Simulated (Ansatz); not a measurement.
SnO2:

```
Sn O
1.0
     3.23058    0.00000    0.00000
    -1.61529    2.79776    0.00000
     0.00000    0.00000   10.79056
Sn O
2 4
Direct
  0.00000 0.00000 0.00000
  0.00000 0.00000 0.50000
  0.33333 0.66667 0.90586
  0.33333 0.66667 0.59414
  0.66667 0.33333 0.09414
  0.66667 0.33333 0.40586
```

Measurements of this composition are mostly on another form, of space group No. 136.

Program: Ansatz 0.2.0. Alike in all runs: task band structure; potentials or basis Ansatz PAW; cell as given; smearing fermi-dirac 0.05 eV.

Task: Order these runs on this cell by their pressure, lowest first.
A. level LDA; spin SOC, no magnetisation; k mesh 7 × 7 × 3; cutoff (eV) 420
B. level PBEsol; spin SOC, no magnetisation; k mesh 7 × 7 × 3; cutoff (eV) 420
C. level r2SCAN; spin off; k mesh 9 × 9 × 3; cutoff (eV) 500

Result: A (-7.8 GPa), C (-6.1 GPa), B (-4.3 GPa).

Caveats: the PAW data sets come from PBE, with cores solved anew for the run's functional, which leaves a small shift of forces and pressure.

Not every run made on this cell is shown here.
